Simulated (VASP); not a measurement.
A run of VASP 6.6.1:

INCAR

```
SYSTEM = BAs
PREC = Accurate
ENCUT = 520
EDIFF = 1E-6
ISMEAR = 0
SIGMA = 0.02
LREAL = .False.
LASPH = .True.
NELM = 80
ALGO = Normal
ISIF = 2
LWAVE = .False.
LCHARG = .False.
GGA = PS
NBANDS = 11
```

The input KPOINTS:

```
regular mesh
0
Gamma
  10 10 10
  0 0 0
```

Contents of POSCAR:

```
BAs
1.0
    0.0000000000      2.3839378997      2.3839378997
    2.3839378997      0.0000000000      2.3839378997
    2.3839378997      2.3839378997      0.0000000000
B As
1 1
Direct
    0.0000000000      0.0000000000      0.0000000000
    0.2500000000      0.2500000000      0.2500000000
```

Potentials or basis: VASP PAW PBE potentials, release 64 (B, As).

Launch:

```bash
$ cat potpaw_PBE.64/B/POTCAR potpaw_PBE.64/As/POTCAR > POTCAR
$ mpirun -np 1 vasp_std > vasp.out
```

Hardware: 1 thread of Intel(R) Xeon(R) 6975P-C (Granite Rapids), on a shared host.

Task: How long does it take, and how much memory?

Result: Run time: 9.1 s on 1 thread of Intel(R) Xeon(R) 6975P-C (Granite Rapids), on a shared host, peak memory 0.16 GiB. Counts: scf iterations 12, k points 47.
